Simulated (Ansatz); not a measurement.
Crystal: SnO2.

```xyz
6
Lattice="3.2306 0.0000 0.0000 -1.6153 2.7978 0.0000 0.0000 0.0000 10.7906" Properties=species:S:1:pos:R:3 pbc="T T T"
Sn    0.0000    0.0000    0.0000
Sn    0.0000    0.0000    5.3953
O     0.0000    1.8652    9.7748
O     0.0000    1.8652    6.4111
O     1.6153    0.9326    1.0158
O     1.6153    0.9326    4.3795
```

Measurements of this composition are mostly on another form, of space group No. 136.

| Property | Result |
| --- | --- |
| Program | Ansatz 0.2.0 |
| Task | relaxation of cell and atoms |
| Functional | r2SCAN |
| Potentials or basis | Ansatz PAW |
| Cutoff | 500 eV (not typed: the program's choice for these potentials) |
| k mesh | 9 × 9 × 3 |
| Occupations | fermi-dirac, width 0.05 eV |
| Spin | no spin polarisation |

At the start: volume 16.25 Å³/atom.

Task: Where does the relaxation end?

Result: It ends after 7 steps and the volume is 16.29 Å³/atom (+0.2 %); space group P6_3/mmc (No. 194, to 0.05 Å).

Step by step:
```
step  energy change (eV)  largest force (eV/Å)  volume (Å³)
   1              0.0000                0.6305        97.53
   2             -0.0916                0.0275        95.49
   3             -0.0917                0.0437        96.37
   4             -0.0923                0.0058        96.52
   5             -0.0924                0.0016        97.17
   6             -0.0923                0.0008        97.74
   7             -0.0923                0.0008        97.74
```

Final structure:
```
CELL_PARAMETERS angstrom
3.18864 0.00000 0.00000
-1.59432 2.76144 0.00000
0.00000 0.00000 11.10045
ATOMIC_POSITIONS crystal
Sn 0.00000 0.00000 0.00000
Sn 0.00000 0.00000 0.50000
O 0.33333 0.66667 0.91070
O 0.33333 0.66667 0.58930
O 0.66667 0.33333 0.08930
O 0.66667 0.33333 0.41070
```

Caveat: the plane-wave basis is chosen anew once the cell has moved, so the energies of steps on either side of that aren't comparable; the PAW data sets come from PBE, with cores solved anew for the run's functional, which leaves a small shift of forces and pressure.
